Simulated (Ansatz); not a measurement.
Random displacements in HfO2

All numbers below come from Ansatz, DFT PBE, scalar-relativistic, plane waves, PAW. Cutoff 420 eV, Γ-centred 6×6×4 k-points, Gaussian smearing of 0.05 eV. Spin–orbit coupling is left out, which matters for the heavy elements here. No spin polarisation. Energies are free energies at this smearing, counted from the undisturbed cell; pressure is positive in compression.

The undisturbed cell (relaxed at this level; this form isn't the usual structure):

```
Hf O
1.0
     3.60430    0.00000    0.00000
     0.00000    3.60430    0.00000
     0.00000    0.00000    5.26397
Hf O
2 4
Direct
  0.50000 0.50000 0.50000
  0.00000 0.00000 0.00000
  0.00000 0.50000 0.69325
  0.50000 0.00000 0.80675
  0.50000 0.00000 0.30675
  0.00000 0.50000 0.19325
```

The atoms are displaced (Å, in the unstrained cell):

| atom | ux | uy | uz |
| --- | --- | --- | --- |
| Hf1 | -0.058 | 0.079 | -0.068 |
| Hf2 | -0.094 | 0.156 | 0.002 |
| O3 | -0.016 | -0.019 | 0.206 |
| O4 | 0.019 | -0.154 | -0.013 |
| O5 | -0.072 | 0.009 | -0.039 |
| O6 | 0.220 | -0.071 | -0.087 |

Strain (Voigt, engineering shear): (0.0036, -0.0053, 0.0079, -0.0061, 0.0146, 0.0185).

(1) What are the energy change, the stress and the forces?

Results:

(1) ΔE = 224.6 meV/atom; stress (xx, yy, zz, yz, xz, xy; compression positive) (-3.17, 17.32, -1.42, 5.39, 4.68, -1.87) GPa; gap on the mesh 3.68 eV.
```csv
atom,Fx (eV/Å),Fy,Fz
Hf1,-0.40,-0.44,2.80
Hf2,0.70,-4.00,-2.79
O3,0.19,-0.58,-3.61
O4,-1.17,0.78,-0.24
O5,1.55,0.08,0.28
O6,-0.87,4.18,3.55
```

Cost: 1 run of about 0.29 core-minutes, on Arm Neoverse V2 (shared hosts).